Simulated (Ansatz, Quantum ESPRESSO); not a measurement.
# Moving spin-orbit coupling in Bi

Symmetry: R-3m, No. 166, trigonal system. The conventional cell has a = 4.535 Å, b = 4.535 Å, c = 11.814 Å, α = 90.00°, β = 90.00°, γ = 120.00°. Bi (site symmetry 3m) has 6 Bi at 3.06 to 3.52 Å as nearest neighbours.

Kept alike: task band structure; functional PBEsol; k mesh 7 × 7 × 7; occupations fermi-dirac, width 0.05 eV. Program: Ansatz, Ansatz PAW, cutoff 420 eV. The mesh is that of the run's cell of 2 atoms.

| spin-orbit coupling | pressure (GPa) |
| --- | --- |
| off | -0.35 |
| on | 0.68 |

Pressure is positive in compression, with a Pulay correction for the finite cutoff. For a metal such a mesh leaves the last digits unconverged. All rows use potentials made for PBE.

Problem. What does spin-orbit coupling change here?

Solution. The pressure runs from -0.35 (off) to 0.68 GPa (on). A twin series (Quantum ESPRESSO, PseudoDojo 0.4.1 SR PBEsol standard) moves it by +1.124 between off and on, against +1.029 GPa here.
